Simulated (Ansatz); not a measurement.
## AlAu under changes of volume

One of the cells (16.755 Å³/atom); the others are scaled copies at fixed shape and fractional positions:

```
Au Al
1.0
     3.22394    0.00000    0.00000
     0.00000    3.22394    0.00000
     0.00000    0.00000    3.22394
Au Al
1 1
Direct
  0.50000 0.50000 0.50000
  0.00000 0.00000 0.00000
```

The cell comes from a database or a generator and needn't be the stable form of this composition.

- Program: Ansatz 0.2.0
- Functional: r2SCAN
- Potentials or basis: Ansatz PAW
- Cutoff: 500 eV (not typed: the program's choice for these potentials)
- k mesh: 8 × 8 × 8
- Occupations: fermi-dirac, width 0.05 eV
- Spin: no spin polarisation

```tsv
volume (Å³/atom)	energy over the lowest point (meV/atom)	pressure (GPa)
15.749	2.85	2.9
16.084	0.00	-0.1
16.419	2.88	-2.7
16.755	10.81	-4.9
17.090	23.22	-6.8
17.425	39.30	-8.4
17.760	?	?
```

**Question.** What does the run at 17.760 Å³/atom give?

**Answer.** Energy over the lowest point 58.40 meV/atom; pressure -9.8 GPa.

Worked out: A Birch-Murnaghan fit of order 3 (a polynomial in V^(-2/3)) to the other rows has its minimum at 16.08 Å³/atom with B0 = V·E''(V) = 133 GPa and B' = 5.6. It gives 58.75 meV/atom at 17.760 Å³/atom, against the run's 58.40, and -dE/dV = -10.0 GPa, against -9.8.

Energies are extrapolated to zero smearing.

Caveats: the PAW data sets come from PBE, with cores solved anew for the run's functional, which leaves a small shift of forces and pressure.
